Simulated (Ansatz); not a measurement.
# Na2S: a single-point run

Aim: a sound single-point run of Na2S. The structure is shown as the input types it.

Method: density functional or hybrid calculation with the settings of its input, plane waves, in Ansatz 0.2.0.

### 1 The starting structure

The structure is cubic, space group Fm-3m (No. 225). The conventional cell has a = 6.511 Å, b = 6.511 Å, c = 6.511 Å, α = 90.00°, β = 90.00°, γ = 90.00°. Around Na (site symmetry -43m) lie 4 S at 2.82 Å. S (site symmetry m-3m) has 8 Na at 2.82 Å as nearest neighbours.

Coordinates:

```
Na S
1.0
     0.00000    3.25543    3.25543
     3.25543    0.00000    3.25543
     3.25543    3.25543    0.00000
Na S
2 1
Cartesian
  1.6277 1.6277 1.6277
  4.8831 4.8831 4.8831
  0.0000 0.0000 0.0000
```

### 2 Running it

The input, input.yaml:

```yaml
crystal:
  lattice:
    - [0.0, 3.2554286299, 3.2554286299]
    - [3.2554286299, 0.0, 3.2554286299]
    - [3.2554286299, 3.2554286299, 0.0]
  atoms:
    - { symbol: Na, position: [0.25, 0.25, 0.25] }
    - { symbol: Na, position: [0.75, 0.75, 0.75] }
    - { symbol: S, position: [0.0, 0.0, 0.0] }
kpoints:
  mp_grid: { grid: [4, 4, 4] }
hamiltonian:
  xc: { exchange: pbe, correlation: pbe, exx: { coeff: 1.5, omega: 0.3 } }
scf:
  occupations: { method: fixed }
  n_extra_bands: 4
output:
  forces: true
  stress: true
  eigenvalues: true
```

The run is started by

```sh
> ansatz run input.yaml --threads 4 --pin off --max-ram 3686MiB --backend cpu --events-out ev --progress --plain --runs-dir out
```

**Question.** How will this run end, and is anything wrong with its input?

The run ended at the input check. Its message: «invalid value for `hamiltonian.xc.exx.coeff`: must be finite and in (0, 1]; got 1.5»

The suspect setting: hamiltonian.xc.exx.coeff is 1.5. A value lies outside the range that the key allows.

The cure: set hamiltonian.xc.exx.coeff to 0.35.
